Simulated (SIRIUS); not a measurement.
W in SIRIUS: the effect of functional

W:

```
CELL_PARAMETERS angstrom
-1.58234 1.58234 1.58234
1.58234 -1.58234 1.58234
1.58234 1.58234 -1.58234
ATOMIC_POSITIONS crystal
W 0.00000 0.00000 0.00000
```

Alike in all runs:

| Quantity | Value |
| --- | --- |
| Program | SIRIUS 7.12.0 |
| Task | single point |
| Potentials or basis | PseudoDojo 0.4.1 PBE standard (scalar relativistic) |
| Cutoff | 1030 eV |
| Density cutoff | 4119 eV |
| k mesh | 12 × 12 × 12 |
| Occupations | fermi-dirac, width 0.05 eV |
| Spin | no spin polarisation |

```tsv
functional	pressure (GPa)
LDA	-7.5
PBE	5.9
PBEsol	-2.1
RPBE	9.6
revPBE	?
BLYP	15.4
PW91	6.0
AM05	-3.5
BP86	6.4
rPW86PBE	15.0
WC	-0.7
```

**Question.** What does the run with functional revPBE give?

**Answer.** Pressure 8.6 GPa.

Caveats: the potentials were made for another functional, which shifts forces and pressure (some runs).
